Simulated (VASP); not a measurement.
# ZrO: convergence, relaxation of the atoms

ZrO, molecule in box, 2 atoms in the cell. LDA; PAW potentials O, Zr_sv (LDA set). VASP 6.6.1.

Wanted: energy within 2 meV/atom; shortest distances from each atom, periodic images included within 0.005 Å.

What the run is for: geometry; Accuracy asked: standard.

POSCAR:
```
ZrO
1.0
    9.0000000000      0.0000000000      0.0000000000
    0.0000000000      9.0000000000      0.0000000000
    0.0000000000      0.0000000000     11.0000000000
O Zr
1 1
Direct
    0.5030890000      0.5060700000      0.4207620000
    0.5040960000      0.5078470000      0.5790680000
```

The series start from Plane-wave cutoff (eV): 520; Ionic threshold (EDIFFG): -0.01; Electronic threshold (eV): 1e-6; Precision mode (PREC): Accurate; Electronic steps between moves: NELMIN=4 ALGO=Normal. Each series keeps the choices made before it, and each single choice may use up half of a tolerance.

## Plane-wave cutoff (eV)

| Plane-wave cutoff (eV) | Energy less reference (meV/atom) | Shortest distances from each atom, periodic images included, largest deviation (Å) | SCF iterations | Time (s) |
|---|---|---|---|---|
| 360 | 1.7 | 0.0008 | 67 | 39 |
| 400 | -1.4 | 0.0004 | 66 | 47 |
| 460 | 2.4 | 0.0003 | 66 | 47 |
| 520 | 3.9 | 0.0003 | 66 | 58 |
| 640 | 1.6 | 0.0001 | 65 | 108 |
| 800 (reference) | 0.0 | 0.0000 | 67 | 135 |

## Ionic threshold (EDIFFG)

| Ionic threshold (EDIFFG) | Energy less reference (meV/atom) | Shortest distances from each atom, periodic images included, largest deviation (Å) | SCF iterations | Time (s) |
|---|---|---|---|---|
| -0.1 | 0.0 | 0.0008 | 63 | 122 |
| -0.05 | 0.0 | 0.0008 | 63 | 130 |
| -0.02 | 0.0 | 0.0000 | 67 | 142 |
| -0.01 | 0.0 | 0.0000 | 67 | 135 |
| -0.005 | 0.0 | 0.0000 | 67 | 146 |
| -0.002 (reference) | 0.0 | 0.0000 | 95 | 195 |

## Electronic threshold (eV)

| Electronic threshold (eV) | Energy less reference (meV/atom) | Shortest distances from each atom, periodic images included, largest deviation (Å) | SCF iterations | Time (s) |
|---|---|---|---|---|
| 0.0001 | 0.0 | 0.0000 | 49 | 97 |
| 1e-5 | 0.0 | 0.0000 | 53 | 88 |
| 1e-6 | 0.0 | 0.0000 | 63 | 122 |
| 1e-7 (reference) | 0.0 | 0.0000 | 69 | 116 |

## Precision mode (PREC)

| Precision mode (PREC) | Energy less reference (meV/atom) | Shortest distances from each atom, periodic images included, largest deviation (Å) | SCF iterations | Time (s) |
|---|---|---|---|---|
| Normal | 0.0 | 0.0000 | 49 | 32 |
| Accurate (reference) | 0.0 | 0.0000 | 49 | 97 |

## Electronic steps between moves

| Electronic steps between moves | Energy less reference (meV/atom) | Shortest distances from each atom, periodic images included, largest deviation (Å) | SCF iterations | Time (s) |
|---|---|---|---|---|
| NELMIN=4 ALGO=Normal | 0.0 | 0.0000 | 49 | 32 |
| ALGO=Normal | 0.0 | 0.0000 | 49 | 31 |
| NELMIN=4 MAXMIX=40 ALGO=Normal | -0.1 | 0.0001 | 53 | 37 |
| NELMIN=4 ALGO=Fast | 0.6 | 0.0000 | 44 | 31 |
| NELMIN=4 MAXMIX=40 ALGO=Fast | 0.0 | 0.0000 | 45 | 34 |

## Question

The rows run from the loosest to the tightest (no order: electronic steps between moves). For each series: choose the loosest value from which every tighter one stays within half of the tolerance; where there is no order, keep the first row unless others stay within half of the tolerance and take at least 30 % less time, and then take the fastest.

## Answer

- Plane-wave cutoff (eV): 800, the tightest run, since the next looser one is off by more than half of the tolerance (convergence isn't shown beyond it)
- Ionic threshold (EDIFFG): -0.1
- Electronic threshold (eV): 0.0001
- Precision mode (PREC): Normal
- Electronic steps between moves: NELMIN=4 ALGO=Normal

## All choices together

| Input | Energy less reference (meV/atom) | Shortest distances from each atom, periodic images included, largest deviation (Å) | Time (s) |
|---|---|---|---|
| the program's defaults (naive) | 11.8 | 0.0005 | 11 |
| chosen settings | 0.0 | 0.0008 | 32 |
| reference settings throughout | 0.0 | 0.0000 | 208 |

The chosen settings stay within the tolerance of the reference run, but the reference itself isn't shown to be converged in: Plane-wave cutoff (eV).

Values of the reference run: Shortest distances from each atom, periodic images included: 1.707, 9, 9, 9, 1.707, 9, 9, 9 Å.

## The input

INCAR:
```
SYSTEM = ZrO
ALGO = Normal ; EDIFF = 1E-4
EDIFFG = -0.1 ; EFERMI = MIDGAP
ENCUT = 800 ; GGA = CA
GGA_COMPAT = .FALSE. ; IBRION = 2
ISIF = 0 ; ISMEAR = 0
LASPH = .TRUE. ; LCHARG = .FALSE.
LREAL = .FALSE. ; LWAVE = .FALSE.
NELM = 120 ; NELMDL = -8
NELMIN = 4 ; NSW = 120
PREC = Normal ; SIGMA = 0.03
```

KPOINTS:
```
k-points
0
Gamma
  1 1 1
```

Commands:
```
cat potpaw_LDA.64/O/POTCAR potpaw_LDA.64/Zr_sv/POTCAR > POTCAR
mpirun -np 1 vasp_gam > vasp.out
```

The chosen input took VASP 6.6.1 32 s on 1 core (Intel Xeon Platinum 8559C (Emerald Rapids)), a shared host.

## An input that fails: too few ionic steps

It gives no converged result.

Changes against the starting input:
```
- NSW = 120
- NELM = 120
+ NSW = 2
+ NELM = 100
```
